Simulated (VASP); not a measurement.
# FeGe: DFT+U with U raised in steps, by symmetry

FeGe, P6/mmm (no. 191), 6 atoms in the cell. PBEsol, DFT+U, U raised in steps; PAW potentials Ge_d, Fe (PBE set).

| Symmetry (ISYM) | U at once less U in steps (meV/atom) | Gap with U at once (eV) | Time (s) |
|---|---|---|---|
| 0 | 0.0 | 0.00 | 683 |
| 2 | 0.0 | 0.00 | 160 |

## Input of the first row

INCAR.step1:
```
SYSTEM = FeGe
  PREC = Accurate
  ENCUT = 520
  EDIFF = 1E-6
  NELM = 200
  ALGO = Normal
  ISMEAR = 0
  SIGMA = 0.05
  LREAL = .False.
  LASPH = .True.
  LMAXMIX = 4
  LORBIT = 11
  LWAVE = .True.
  LCHARG = .True.
  GGA = PS
  ISPIN = 2
  MAGMOM = 0 0 0 4 4 4
  ISYM = 0
  AMIX = 0.2
  BMIX = 1E-4
  AMIX_MAG = 0.8
  BMIX_MAG = 1E-4
  LDAU = .True.
  LDAUTYPE = 2
  LDAUL = -1 2
  LDAUU = 0 0
  LDAUJ = 0 0
  LDAUPRINT = 1
```

INCAR.step2, as INCAR.step1 but for:
```
- LDAUU = 0 0
+ LDAUU = 0 1
+ ISTART = 1
+ ICHARG = 1
```

INCAR.step3, as INCAR.step2 but for:
```
- LDAUU = 0 1
+ LDAUU = 0 2
```

INCAR.step4 to INCAR.step5 change the same tag again: LDAUU = 0 3, 0 4.

INCAR.step6, as INCAR.step5 but for:
```
- LWAVE = .True.
- LCHARG = .True.
- ISTART = 1
- ICHARG = 1
+ LWAVE = .False.
+ LCHARG = .False.
```

KPOINTS:
```
k-points
0
Gamma
  5 5 5
```

POSCAR:
```
FeGe
1.0
    4.9976023358      0.0000000000      0.0000000000
   -2.4988011679      4.3280505808      0.0000000000
    0.0000000000      0.0000000000      4.1157613500
Ge Fe
3 3
Direct
    0.6666666667      0.3333333333      0.5000000000
    0.3333333333      0.6666666667      0.5000000000
    0.0000000000      0.0000000000      0.0000000000
    0.0000000000      0.5000000000      0.0000000000
    0.5000000000      0.5000000000      0.0000000000
    0.5000000000      0.0000000000      0.0000000000
```

Commands (each step's output is kept before the next begins):
```
cat potpaw_PBE.64/Ge_d/POTCAR potpaw_PBE.64/Fe/POTCAR > POTCAR
cp INCAR.step1 INCAR
mpirun -np 4 vasp_std > vasp.out
cp INCAR.step2 INCAR
mpirun -np 4 vasp_std > vasp.out
cp INCAR.step3 INCAR
mpirun -np 4 vasp_std > vasp.out
cp INCAR.step4 INCAR
mpirun -np 4 vasp_std > vasp.out
cp INCAR.step5 INCAR
mpirun -np 4 vasp_std > vasp.out
rm WAVECAR CHGCAR CHG
cp INCAR.step6 INCAR
mpirun -np 4 vasp_std > vasp.out
```

Changes of the last row against the first:
```
(all steps)
- ISYM = 0
+ ISYM = 2
```

VASP 6.6.1 took 683 s on 4 cores (Intel Xeon 6975P-C (Granite Rapids)), a shared host.
